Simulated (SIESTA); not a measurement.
Runs of SIESTA 5.4.2 on SiC (Moissanite 6H). Symmetry: P6_3mc, No. 186, hexagonal system. The conventional cell has a = 3.095 Å, b = 3.095 Å, c = 15.170 Å, α = 90.00°, β = 90.00°, γ = 120.00°. Around Si (site symmetry 3m) lie 4 C at 1.90 Å. Si (site symmetry 3m) has 4 C at 1.90 Å as nearest neighbours. Si (site symmetry 3m) is surrounded by 4 C at 1.90 Å. Around C (site symmetry 3m) lie 4 Si at 1.90 Å. C (site symmetry 3m) has 4 Si at 1.90 Å as nearest neighbours. C (site symmetry 3m) has 4 Si at 1.90 Å as nearest neighbours. 

| level | potentials or basis | gap on the mesh (eV) | pressure (GPa) | largest force (eV/Å) |
| --- | --- | --- | --- | --- |
| LDA | PseudoDojo 0.4 standard (LDA files), DZP (energy shift 0.003 Ry) | 1.97 | -5.0 | 0.14 |
| PBE | PseudoDojo 0.4 standard (PBE files), TZP (energy shift 0.003 Ry) | (a) | (c) | 0.14 |
| PBE | PseudoDojo 0.4 standard (PBE files), DZ (energy shift 0.003 Ry) | 2.19 | (b) | 0.12 |
| PBE | PseudoDojo 0.4 standard (PBE files), DZP (energy shift 0.003 Ry) | 2.02 | 3.1 | 0.14 |

Alike in all rows: task band structure; no spin polarisation; cell as given; k mesh 10 × 10 × 2; smearing fermi-dirac 0.05 eV; grid cutoff 500 Ry; energy shift 0.003 Ry.

Question: Fill in the values left out.

Answer: (a) 2.03; (b) 20.3; (c) 3.3.

Caveats: the basis of atomic orbitals isn't converged, which shifts pressures, moduli and gaps; the basis has no polarisation orbitals (some runs); so large a pressure means that the cell lies far from this level's equilibrium, or that cutoff or potentials fall short (some runs).

